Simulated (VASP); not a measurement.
Runs of VASP 6.6.1 on CuCl. Symmetry: F-43m, No. 216, cubic system. Conventional cell: a = 5.299 Å, b = 5.299 Å, c = 5.299 Å, α = 90.00°, β = 90.00°, γ = 90.00°. Cu (site symmetry -43m) is surrounded by 4 Cl at 2.29 Å. Around Cl (site symmetry -43m) lie 4 Cu at 2.29 Å. The cell is a database's computed one.

| potentials or basis | k mesh | cutoff (eV) | smearing | gap on the mesh (eV) | pressure (GPa) |
| --- | --- | --- | --- | --- | --- |
| VASP PAW PBE potentials, release 64 (Cu, Cl) | 12 × 12 × 12 | 520 | gaussian 0.5 eV | 0.55 | 0.0 |
| VASP PAW PBE potentials, release 64 (Cu, Cl_h) | 12 × 12 × 12 | 900 | gaussian 0.02 eV | 0.55 | -0.1 |
| VASP PAW PBE potentials, release 64 (Cu, Cl) | 18 × 18 × 18 | 520 | gaussian 0.02 eV | (a) | -0.1 |
| VASP PAW PBE potentials, release 64 (Cu, Cl) | 12 × 12 × 12 | 700 | gaussian 0.02 eV | 0.55 | -0.1 |

Alike in all rows: task single point; level PBEsol; no spin polarisation; cell as given.

Question: Estimate the missing entries.

Answer: (a) 0.54.

Caveats: the PAW data sets were made with another functional, which shifts forces and pressure a little.

A k mesh can miss the band edges.
